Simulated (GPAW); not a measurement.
# C (Fd-3m) in GPAW: notebook

One crystal, C, is run at these levels: optB88-vdW, PBE, BLYP+D3(BJ); tasks: phonons, equation of state.

All numbers are computed with GPAW 26.7.0; they aren't measurements. Logs are shortened: lines on timing, memory, paths and dates and some standing lists are left out, and cuts for length are marked. The log counts tension as positive stress, the text compression.

**Experimental background.**

“Equation of state of cubic boron nitride at high pressures and temperatures”, 2007, arxiv:cond-mat/0702656 quotes, for a bulk crystal of C: bulk modulus 442 ± 5 GPa.

The results are compared with them further down.

**1. The structure**

Symmetry: Fd-3m, No. 227, cubic system. The conventional cell has a = 3.567 Å, b = 3.567 Å, c = 3.567 Å, α = 90.00°, β = 90.00°, γ = 90.00°. C (site symmetry -43m) has 4 C at 1.54 Å as nearest neighbours.

This isn't the form of C at room conditions, which is graphite.

**2. Phonons, optB88-vdW**

The input, run.py:

```python
import json
import numpy as np
from ase import Atoms
from ase.constraints import FixSymmetry
from ase.io import read, write
from ase.optimize import BFGS
from phonopy import Phonopy
from phonopy.structure.atoms import PhonopyAtoms
from gpaw import GPAW

atoms = read('C.xyz')

calc = GPAW(mode='fd',
            h=0.16,
            xc={'name': 'optB88-vdW', 'backend': 'libvdwxc'},
            kpts={'size': (13, 13, 13), 'gamma': True},
            occupations={'name': 'fermi-dirac', 'width': 0.05},
            nbands=11,
            convergence={'density': 1e-06, 'eigenstates': 1e-09},
            maxiter=150,
            legacy_gpaw=True,
            txt='gpaw.txt')
atoms.calc = calc
atoms.set_constraint(FixSymmetry(atoms))
BFGS(atoms, trajectory='relax.traj', logfile='-').run(fmax=0.005, steps=40)
atoms.set_constraint()
energy = atoms.get_potential_energy()
forces = atoms.get_forces()
calc.write('gs.gpw')
write('result.traj', atoms)
print('Cell:', atoms.cell.cellpar().round(4))
print(atoms.get_scaled_positions().round(5))

def force_constants(scale):
    unit = PhonopyAtoms(symbols=atoms.get_chemical_symbols(), cell=atoms.cell[:] * scale**(1 / 3),
                        scaled_positions=atoms.get_scaled_positions())
    ph = Phonopy(unit, supercell_matrix=np.diag([1, 1, 1]), primitive_matrix=np.eye(3), symprec=1e-4)
    ph.generate_displacements(distance=0.01)
    forces = []
    for i, sc in enumerate(ph.supercells_with_displacements):
        a = Atoms(sc.symbols, cell=sc.cell, scaled_positions=sc.scaled_positions, pbc=True)
        c = GPAW(mode='fd',
                 h=0.16,
                 xc={'name': 'optB88-vdW', 'backend': 'libvdwxc'},
                 kpts={'size': (13, 13, 13), 'gamma': True},
                 occupations={'name': 'fermi-dirac', 'width': 0.05},
                 nbands=11,
                 convergence={'density': 1e-06, 'eigenstates': 1e-09},
                 maxiter=150,
                 legacy_gpaw=True,
                 txt=f'disp-{scale:.3f}-{i:02d}.txt')
        a.calc = c
        f = a.get_forces()
        forces.append(f - f.mean(axis=0))
        print(f'displacement {i}: drift', f.mean(axis=0).round(5), flush=True)
    ph.forces = forces
    ph.produce_force_constants()
    ph.symmetrize_force_constants()
    return ph

qpoints = [[0.0, 0.0, 0.0]]
results = {}
for scale in [1.0]:
    ph = force_constants(scale)
    ph.run_qpoints(qpoints)
    nu = ph.qpoints.frequencies * 33.35641  # THz to cm^-1
    results[f'{scale:.3f}'] = nu.tolist()
    for qp, f in zip(qpoints, nu):
        print(scale, np.round(qp, 4), f.round(2))
json.dump(results, open('phonons.json', 'w'))
```

The input, C.xyz:

```xyz
2
Lattice="0.0000000000 1.7833700000 1.7833700000 1.7833700000 0.0000000000 1.7833700000 1.7833700000 1.7833700000 0.0000000000" Properties=species:S:1:pos:R:3 pbc="T T T"
C      2.6750550000      2.6750550000      2.6750550000
C      1.7833700000      1.7833700000      1.7833700000
```

Potentials or basis: GPAW PAW data sets (gpaw-data 1.2.1), fd.

Command:

```sh
> OMP_NUM_THREADS=1 python run.py
```

gpaw.txt:

```text
___ ___ ___ _ _ _
 |   |   |_  | | | |
 | | | | | . | | | |
 |__ |  _|___|_____|  26.7.0
 |___|_|

Input parameters:
  convergence: {density: 1e-06,
                eigenstates: 1e-09}
  h: 0.16
  kpts: {gamma: True,
         size: (13, 13, 13)}
  maxiter: 150
  mode: fd
  nbands: 11
  occupations: {name: fermi-dirac,
                width: 0.05}
  xc: {backend: libvdwxc,
       name: optB88-vdW}

System changes: positions, numbers, cell, pbc, initial_charges, initial_magmoms

Initialize ...

species:
  C:
    name:    Carbon
    Z:       6.0
    valence: 4
    core:    2
    charge:  0.0  # [|e|]
    compensation charges:
      type: gauss
      rc: 0.20  # [Å]
      lmax: 2
    cutoffs:
      filter: 1.14  # [Å]
      core: 1.14  # [Å]
    projectors
    | kind |    occ | energy [eV] | rcut [Å] |
    |------|--------|-------------|----------|
    |   2s |  2.000 |     -13.751 |    0.635 |
    |   2p |  2.000 |      -5.284 |    0.635 |
    |    s |        |      13.461 |    0.635 |
    |    p |        |      21.927 |    0.635 |
    |    d |        |       0.000 |    0.635 |

    Using partial waves for C as LCAO basis

Reference energy: -2055.256231  # eV

Spin-paired calculation

Convergence criteria:
 Maximum [total energy] change in last 3 cyles: 0.0005 eV / valence electron
 Maximum integral of absolute [dens]ity change: 1e-06 electrons / valence electron
 Maximum integral of absolute [eigenst]ate change: 1e-09 eV^2 / valence electron
 Maximum number of scf [iter]ations: 150
 (Square brackets indicate name in SCF output, whereas a 'c' in
 the SCF output indicates the quantity has converged.)

Symmetries present (total): 24

  ( 1  0  0)  ( 1  0  0)  ( 1  0 -1)  ( 1  0 -1)  ( 1 -1  0)  ( 1 -1  0)
  ( 0  1  0)  ( 0  0  1)  ( 0  1 -1)  ( 0  0 -1)  ( 0 -1  1)  ( 0 -1  0)
  ( 0  0  1)  ( 0  1  0)  ( 0  0 -1)  ( 0  1 -1)  ( 0 -1  0)  ( 0 -1  1)

  ( 0  1  0)  ( 0  1  0)  ( 0  1 -1)  ( 0  1 -1)  ( 0  0  1)  ( 0  0  1)
  ( 1  0  0)  ( 0  0  1)  ( 1  0 -1)  ( 0  0 -1)  ( 1  0  0)  ( 0  1  0)
  ( 0  0  1)  ( 1  0  0)  ( 0  0 -1)  ( 1  0 -1)  ( 0  1  0)  ( 1  0  0)

  ( 0  0 -1)  ( 0  0 -1)  ( 0 -1  1)  ( 0 -1  1)  ( 0 -1  0)  ( 0 -1  0)
  ( 1  0 -1)  ( 0  1 -1)  ( 1 -1  0)  ( 0 -1  0)  ( 1 -1  0)  ( 0 -1  1)
  ( 0  1 -1)  ( 1  0 -1)  ( 0 -1  0)  ( 1 -1  0)  ( 0 -1  1)  ( 1 -1  0)

  (-1  1  0)  (-1  1  0)  (-1  0  1)  (-1  0  1)  (-1  0  0)  (-1  0  0)
  (-1  0  1)  (-1  0  0)  (-1  1  0)  (-1  0  0)  (-1  1  0)  (-1  0  1)
  (-1  0  0)  (-1  0  1)  (-1  0  0)  (-1  1  0)  (-1  0  1)  (-1  1  0)

2197 k-points: 13 x 13 x 13 Monkhorst-Pack grid
84 k-points in the irreducible part of the Brillouin zone
       k-points in crystal coordinates                weights
   0:     0.00000000    0.00000000    0.00000000          1/2197
   1:     0.07692308    0.07692308    0.00000000          6/2197
   2:     0.07692308    0.07692308    0.07692308          8/2197
   3:     0.15384615    0.07692308    0.07692308         12/2197
   4:     0.15384615    0.15384615    0.00000000          6/2197
   5:     0.15384615    0.15384615    0.07692308         24/2197
   6:     0.15384615    0.15384615    0.15384615          8/2197
   7:     0.23076923    0.15384615    0.07692308         24/2197
   8:     0.23076923    0.15384615    0.15384615         24/2197
   9:     0.23076923    0.23076923    0.00000000          6/2197
          ...
  83:     0.46153846    0.46153846    0.46153846          8/2197

Wave functions: Uniform real-space grid
  Kinetic energy operator: 12*3+1=37 point O(h^6) finite-difference Laplacian
  ScaLapack parameters: grid=1x1, blocksize=None
  Wavefunction extrapolation:
    Improved wavefunction reuse through dual PAW basis

Occupation numbers: Fermi-Dirac:
  width: 0.0500  # eV

Eigensolver
   Davidson(niter=2)

Densities:
  Coarse grid: 12*12*12 grid
  Fine grid: 24*24*24 grid
  Total Charge: 0.000000

Density mixing:
  Method: separate
  Backend: msr1
  Linear mixing parameter: 0.05
  old densities: 10
  Width of damping distribution: 1.1
  Damping of long wavelength oscillations: 20

Hamiltonian:
  XC and Coulomb potentials evaluated on a 24*24*24 grid
  Using the optB88 Exchange-Correlation functional
  Interpolation: tri-quintic (5. degree polynomial)
  Poisson solver: FastPoissonSolver using
    Stencil: 12*3+1=37 point O(h^6) finite-difference Laplacian
    FFT axes: [np.int64(0), np.int64(1), np.int64(2)]
    FST axes: []

XC parameters: optB88 with libvdwxc
  Mode: serial
  Semilocal: GGA_X_OPTB88_VDW+LDA_C_PW with 2 nearest neighbor stencil
  Corresponding non-local functional: vdW-DF
  Local blocksize: 24 x 24 x 24
  PAW datasets: PBE

Number of atoms: 2
Number of atomic orbitals: 8
Number of bands in calculation: 11
Number of valence electrons: 8
Bands to converge: occupied

... initialized

Initializing position-dependent things.

Density initialized from atomic densities
Creating initial wave functions:
  8 bands from LCAO basis set
  3 bands from random numbers

          C
       C

Atomic positions and initial magnetic moments

Positions:
   0 C      2.675055    2.675055    2.675055    ( 0.0000,  0.0000,  0.0000)
   1 C      1.783370    1.783370    1.783370    ( 0.0000,  0.0000,  0.0000)

Unit cell:
           periodic     x           y           z      points  spacing
  1. axis:    yes    0.000000    1.783370    1.783370    12     0.1716
  2. axis:    yes    1.783370    0.000000    1.783370    12     0.1716
  3. axis:    yes    1.783370    1.783370    0.000000    12     0.1716

  Lengths:   2.522066   2.522066   2.522066
  Angles:   60.000000  60.000000  60.000000

Effective grid spacing dv^(1/3) = 0.1872

iter:   1   -24.369106
iter:   2   -24.357450   -0.28  -0.83
iter:   3   -23.906770   -0.30  -0.84
iter:   4   -23.848179   -1.99  -1.38
iter:   5   -23.849286   -2.30  -1.78
iter:   6   -23.849007c  -3.65  -2.43
iter:   7   -23.849029c  -4.37  -3.43
iter:   8   -23.849029c  -5.12  -3.75
iter:   9   -23.849030c  -5.84  -4.72
iter:  10   -23.849031c  -6.51  -4.99
iter:  11   -23.849031c  -7.21  -4.94
iter:  12   -23.849031c  -7.89  -6.11c
iter:  13   -23.849031c  -8.56  -6.02c
iter:  14   -23.849031c  -9.25c -6.00c

Converged after 14 iterations.

Dipole moment: (2.500052, 2.500052, 2.500052) |e|*Ang

Energy contributions relative to reference atoms: (reference = -2055.256231)

Kinetic:        +19.618876
Potential:      -18.659028
External:        +0.000000
XC:             -25.157758
Entropy (-ST):   -0.000000
Local:           +0.348879
SIC:             +0.000000
--------------------------
Free energy:    -23.849031
Extrapolated:   -23.849031

Non-local optB88 correlation energy: 0.638919
Semilocal GGA_X_OPTB88_VDW+LDA_C_PW energy: -97.113592
(Not including atomic contributions)
Showing only first 2 kpts
 Kpt  Band  Eigenvalues  Occupancy
  0     2     11.84645    2.00000
  0     3     11.86655    2.00000
  0     4     17.52193    0.00000
  0     5     17.52193    0.00000

  1     2     11.08396    2.00000
  1     3     11.33818    2.00000
  1     4     17.37192    0.00000
  1     5     18.48112    0.00000

Fermi level: 13.15111

Gap: 4.335 eV
Transition (v -> c):
  (s=0, k=0, n=3, [0.00, 0.00, 0.00]) -> (s=0, k=35, n=4, [0.38, 0.38, 0.00])
Direct/indirect transitions are different
Direct gap: 5.655 eV
Transition at: (s=0, k=0, n=3, [0.00, 0.00, 0.00])

Forces in eV/Ang:
  0 C    -0.00000    0.00000    0.00000
  1 C     0.00000    0.00000   -0.00000

Writing to gs.gpw (mode='')
```

Run time: 3.2 min. Hardware: 1 thread of Arm Neoverse N1, shared host; peak memory 0.36 GiB.

Results:

```
Free energy                   : -23.8490 eV
Band gap on the k mesh        : 4.33 eV, indirect (least direct gap 5.66 eV)
Highest phonon frequency at Γ : 1337 cm⁻¹
```

Final structure:
```yaml
crystal:
  lattice:
    - [0.00000, 1.78337, 1.78337]
    - [1.78337, 0.00000, 1.78337]
    - [1.78337, 1.78337, 0.00000]
  atoms:
    - { symbol: C, position: [0.75000, 0.75000, 0.75000] }
    - { symbol: C, position: [0.50000, 0.50000, 0.50000] }
```

Phonon frequencies in cm⁻¹ (negative: imaginary):
| q point | frequencies |
| --- | --- |
| (0.000, 0.000, 0.000) | 0 0 0 1337 1337 1337 |

Caveat: the PAW data sets were made with another functional, which shifts forces and pressure a little; an odd mesh through Γ misses points on the zone boundary, where band edges often lie.

**3. Equation of state, PBE**

The input, run.py:

```python
from ase import Atoms
from ase.eos import EquationOfState
from ase.io import Trajectory
from ase.units import GPa
from gpaw import GPAW

atoms = Atoms(['C', 'C'],
              cell=[[0.0, 1.78337, 1.78337],
                    [1.78337, 0.0, 1.78337],
                    [1.78337, 1.78337, 0.0]],
              scaled_positions=[[0.75, 0.75, 0.75],
                                [0.5, 0.5, 0.5]],
              pbc=True)

traj = Trajectory('eos.traj', 'w')
volumes, energies = [], []
for x in [0.94, 0.96, 0.98, 1.0, 1.02, 1.04, 1.06]:
    a = atoms.copy()
    a.set_cell(atoms.cell * x**(1 / 3), scale_atoms=True)
    calc = GPAW(mode='fd',
                h=0.16,
                xc='PBE',
                kpts={'size': (10, 10, 10), 'gamma': True},
                occupations={'name': 'fermi-dirac', 'width': 0.05},
                nbands=11,
                convergence={'density': 1e-05, 'energy': 1e-05},
                maxiter=150,
                txt=f'eos-{x:.2f}.txt')
    a.calc = calc
    energies.append(a.get_potential_energy(force_consistent=True))
    volumes.append(a.get_volume())
    calc.write(f'eos-{x:.2f}.gpw')
    traj.write(a)
    print(f'{x:.2f} {volumes[-1]:10.4f} A^3 {energies[-1]:14.6f} eV', flush=True)

v0, e0, B = EquationOfState(volumes, energies, eos='birchmurnaghan').fit()
print(f'V0 = {v0:.4f} A^3, E0 = {e0:.6f} eV, B0 = {B / GPa:.2f} GPa')
```

Potentials or basis: GPAW PAW data sets (gpaw-data 1.2.1), fd.

Command:

```sh
> OMP_NUM_THREADS=1 python run.py
```

Wall time 58 s (1 thread of Arm Neoverse V1, shared host); peak memory 0.18 GiB.

Results (log left out):

```
Equilibrium volume : 5.69 Å³/atom (rough: see the caveat)
Bulk modulus       : 450 GPa (rough)
```

Energy against volume, from the lowest point:
```csv
volume (Å³/atom),energy (meV/atom)
5.332,33.56
5.445,15.21
5.558,4.17
5.672,0.00
5.785,2.38
5.899,10.76
6.012,24.50
```

Caveat: the fit is doubtful: noisy points or a state that changes with volume.

**4. Equation of state, BLYP+D3(BJ)**

The input, run.py:

```python
import spglib
from ase import Atoms
from ase.calculators.mixing import SumCalculator
from ase.eos import EquationOfState
from ase.io import Trajectory, read
from ase.units import GPa
from dftd3.ase import DFTD3
from gpaw import GPAW, PW, setup_paths

setup_paths.insert(0, '.')

atoms = read('C.cif')
cell, positions, numbers = spglib.find_primitive(
    (atoms.cell[:], atoms.get_scaled_positions(), atoms.numbers), symprec=1e-4)
atoms = Atoms(numbers, cell=cell, scaled_positions=positions, pbc=True)

traj = Trajectory('eos.traj', 'w')
volumes, energies = [], []
for x in [0.94, 0.96, 0.98, 1.0, 1.02, 1.04, 1.06]:
    a = atoms.copy()
    a.set_cell(atoms.cell * x**(1 / 3), scale_atoms=True)
    calc = GPAW(mode=PW(800),
                xc='BLYP',
                kpts={'size': (10, 10, 10), 'gamma': True},
                occupations={'name': 'fermi-dirac', 'width': 0.05},
                nbands=11,
                convergence={'density': 1e-05, 'energy': 1e-05},
                eigensolver='davidson',
                maxiter=150,
                txt=f'eos-{x:.2f}.txt')
    a.calc = SumCalculator([calc, DFTD3(method='blyp', damping='d3bj')])
    energies.append(a.get_potential_energy())
    volumes.append(a.get_volume())
    p = -a.get_stress()[:3].mean() / GPa
    calc.write(f'eos-{x:.2f}.gpw')
    traj.write(a)
    print(f'{x:.2f} {volumes[-1]:10.4f} A^3 {energies[-1]:14.6f} eV {p:9.3f} GPa', flush=True)

v0, e0, B = EquationOfState(volumes, energies, eos='birchmurnaghan').fit()
print(f'V0 = {v0:.4f} A^3, E0 = {e0:.6f} eV, B0 = {B / GPa:.2f} GPa')
```

The input, C.cif:

```cif
data_C
_cell_length_a 3.56674000
_cell_length_b 3.56674000
_cell_length_c 3.56674000
_cell_angle_alpha 90.00000000
_cell_angle_beta 90.00000000
_cell_angle_gamma 90.00000000
_space_group_name_H-M_alt 'Fd-3m'
_space_group_name_Hall 'F 4d 2 3 -1d'
_space_group_IT_number 227
loop_
_space_group_symop_operation_xyz
'x,y,z'
'-y+1/4,x+1/4,z+1/4'
'-x,-y+1/2,z+1/2'
'y+3/4,-x+1/4,z+3/4'
'x,-y,-z'
'-y+1/4,-x+3/4,-z+3/4'
'-x,y+1/2,-z+1/2'
'y+3/4,x+3/4,-z+1/4'
'z,x,y'
'z+1/4,-y+1/4,x+1/4'
'z+1/2,-x,-y+1/2'
'z+3/4,y+3/4,-x+1/4'
'-z,x,-y'
'-z+3/4,-y+1/4,-x+3/4'
'-z+1/2,-x,y+1/2'
'-z+1/4,y+3/4,x+3/4'
'y,z,x'
'x+1/4,z+1/4,-y+1/4'
'-y+1/2,z+1/2,-x'
'-x+1/4,z+3/4,y+3/4'
'-y,-z,x'
'-x+3/4,-z+3/4,-y+1/4'
'y+1/2,-z+1/2,-x'
'x+3/4,-z+1/4,y+3/4'
'-x+1/4,-y+1/4,-z+1/4'
'y,-x,-z'
'x+1/4,y+3/4,-z+3/4'
'-y+1/2,x,-z+1/2'
'-x+1/4,y+1/4,z+1/4'
'y,x+1/2,z+1/2'
'x+1/4,-y+3/4,z+3/4'
'-y+1/2,-x+1/2,z'
'-z+1/4,-x+1/4,-y+1/4'
'-z,y,-x'
'-z+3/4,x+1/4,y+3/4'
'-z+1/2,-y+1/2,x'
'z+1/4,-x+1/4,y+1/4'
'z+1/2,y,x+1/2'
'z+3/4,x+1/4,-y+3/4'
'z,-y+1/2,-x+1/2'
'-y+1/4,-z+1/4,-x+1/4'
[... 89 lines left out ...]
'-z+1/4,x+1/4,y+1/4'
'-z,-y+1/2,x+1/2'
'z+3/4,-x+1/4,y+3/4'
'z,y,x'
'z+1/4,x+1/4,-y+1/4'
'z+1/2,-y+1/2,-x'
'-y+3/4,-z+1/4,-x+3/4'
'-x+1/2,-z,y+1/2'
'y+1/4,-z+3/4,x+3/4'
'x+1/2,-z+1/2,-y'
'y+3/4,z+1/4,-x+3/4'
'x,z+1/2,y+1/2'
'-y+1/4,z+3/4,x+3/4'
'-x,z,-y'
'x+1/2,y+1/2,z'
'-y+3/4,x+3/4,z+1/4'
'-x+1/2,-y,z+1/2'
'y+1/4,-x+3/4,z+3/4'
'x+1/2,-y+1/2,-z'
'-y+3/4,-x+1/4,-z+3/4'
'-x+1/2,y,-z+1/2'
'y+1/4,x+1/4,-z+1/4'
'z+1/2,x+1/2,y'
'z+3/4,-y+3/4,x+1/4'
'z,-x+1/2,-y+1/2'
'z+1/4,y+1/4,-x+1/4'
'-z+1/2,x+1/2,-y'
'-z+1/4,-y+3/4,-x+3/4'
'-z,-x+1/2,y+1/2'
'-z+3/4,y+1/4,x+3/4'
'y+1/2,z+1/2,x'
'x+3/4,z+3/4,-y+1/4'
'-y,z,-x'
'-x+3/4,z+1/4,y+3/4'
'-y+1/2,-z+1/2,x'
'-x+1/4,-z+1/4,-y+1/4'
'y,-z,-x'
'x+1/4,-z+3/4,y+3/4'
'-x+3/4,-y+3/4,-z+1/4'
'y+1/2,-x+1/2,-z'
'x+3/4,y+1/4,-z+3/4'
'-y,x+1/2,-z+1/2'
'-x+3/4,y+3/4,z+1/4'
'y+1/2,x,z+1/2'
'x+3/4,-y+1/4,z+3/4'
'-y,-x,z'
'-z+3/4,-x+3/4,-y+1/4'
'-z+1/2,y+1/2,-x'
'-z+1/4,x+3/4,y+3/4'
'-z,-y,x'
'z+3/4,-x+3/4,y+1/4'
'z,y+1/2,x+1/2'
'z+1/4,x+3/4,-y+3/4'
'z+1/2,-y,-x+1/2'
'-y+3/4,-z+3/4,-x+1/4'
'-x+1/2,-z+1/2,y'
'y+1/4,-z+1/4,x+1/4'
'x+1/2,-z,-y+1/2'
'y+3/4,z+3/4,-x+1/4'
'x,z,y'
'-y+1/4,z+1/4,x+1/4'
'-x,z+1/2,-y+1/2'
loop_
_atom_site_label
_atom_site_type_symbol
_atom_site_symmetry_multiplicity
_atom_site_Wyckoff_symbol
_atom_site_fract_x
_atom_site_fract_y
_atom_site_fract_z
_atom_site_occupancy
C1 C 8 a 0.2500000000 0.2500000000 0.2500000000 1
```

Potentials or basis: PAW data sets generated in the run's folder for this functional, pw.

Command:

```sh
> gpaw-setup -f BLYP C
> OMP_NUM_THREADS=1 python run.py
```

It took 57 s on 1 thread of Arm Neoverse V1, shared host; peak memory 0.18 GiB.

Results (log left out):

```
Equilibrium volume                      : 5.69 Å³/atom
Bulk modulus                            : 423 GPa
Pressure derivative of the bulk modulus : 3.8
```

Energy against volume, from the lowest point:
```tsv
volume (Å³/atom)	energy (meV/atom)
5.332	32.60
5.445	14.59
5.558	3.98
5.672	0.00
5.785	2.06
5.899	9.70
6.012	22.29
```

**5. Against experiment**

Step 4. Measured bulk modulus of C: 442 GPa (quoted in “Equation of state of cubic boron nitride at high pressures and temperatures”, 2007, arxiv:cond-mat/0702656). This calculation gives 423 GPa (-4.3 %). 3 values of this kind are on record (442 to 444.8 GPa); this one was drawn at random among those near their median, those with a stated uncertainty first. The fit is for a static lattice scaled at fixed shape and fixed fractional positions. The cell as given is a measured one (5.67 Å³/atom); BLYP+D3(BJ) puts the equilibrium volume +0.3 % from it, thermal expansion not counted.
